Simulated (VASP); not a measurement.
A run of VASP 6.6.1:

The input INCAR:

```
PREC = Accurate
ENCUT = 600
EDIFF = 1E-7
ISMEAR = 1
SIGMA = 0.1
LREAL = F
LASPH = T
NELM = 80
ALGO = Fast
ISIF = 4
LWAVE = F
LCHARG = F
IBRION = 2
NSW = 40
EDIFFG = -0.01
```

The input KPOINTS:

```
regular mesh
0
Gamma
  15 15 11
```

The input POSCAR:

```
MoP                                     
1.0
    3.1511741793      0.0000000000     -0.0000000000
   -1.5755870897      2.7289968911      0.0000000000
   -0.0000000000      0.0000000000      3.1151627435
  Mo              P             
     1     1
Direct
     0.0000000000000000    0.0000000000000000    1.0000000000000000
     0.3333333332999970    0.6666666667000030    0.5000000000000000
```

Potentials or basis: VASP PAW LDA potentials, release 64 (Mo_sv, P).

Command:

```sh
$ cat potpaw_LDA.64/Mo_sv/POTCAR potpaw_LDA.64/P/POTCAR > POTCAR
$ mpirun -np 1 vasp_std > vasp.out
```

Hardware: 1 thread of Intel(R) Xeon(R) Platinum 8175M CPU @ 2.50GHz (Skylake/Cascade Lake), on a shared host.

Problem. Estimate the wall time of this run.

Solution. It took 3 min on 1 thread of Intel(R) Xeon(R) Platinum 8175M CPU @ 2.50GHz (Skylake/Cascade Lake), on a shared host, peak memory 0.2 GiB. Counts: scf iterations 30, k points 162, ion steps 3.
